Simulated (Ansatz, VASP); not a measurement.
## Two plane-wave programs on BN

```
CELL_PARAMETERS angstrom
2.54658 0.00000 0.00000
-1.27329 2.20540 0.00000
0.00000 0.00000 12.52947
ATOMIC_POSITIONS crystal
B 0.00000 0.00000 0.99989
B 0.33333 0.66667 0.16639
B 0.00000 0.00000 0.33378
B 0.66667 0.33333 0.49989
B 0.33333 0.66667 0.66639
B 0.66667 0.33333 0.83378
N 0.00000 0.00000 0.12453
N 0.33333 0.66667 0.29204
N 0.00000 0.00000 0.45837
N 0.66667 0.33333 0.62453
N 0.33333 0.66667 0.79204
N 0.66667 0.33333 0.95837
```

Alike in both runs: functional PBEsol; k mesh 12 × 12 × 2; occupations gaussian, width 0.02 eV; no spin polarisation.

Ansatz relaxed the structure, and its values are those at the end. VASP's run is a single point on that final structure, the one shown.

|  | VASP | Ansatz |
| --- | --- | --- |
| version | VASP 6.6.1 | Ansatz 0.2.0 |
| potentials or method | VASP PAW PBE potentials, release 64 (B, N) | scalar-relativistic, plane waves, PAW |
| plane-wave cutoff (eV) | 520 | 420 |
| valence electrons in the cell | 48 | 48 |

Ansatz gave:

```
gap on the k mesh at the Fermi level (eV) : 5.04
least direct gap on the mesh (eV)         : 7.07
pressure (GPa)                            : 0.0
```

Q: What did VASP give for the same quantities?

A: gap on the k mesh at the Fermi level (eV): 5.03; least direct gap on the mesh (eV): 7.05; pressure (GPa): 0.6.

Caveats: the PAW data sets were made with another functional, which shifts forces and pressure a little (VASP). A k mesh can miss the band edges.
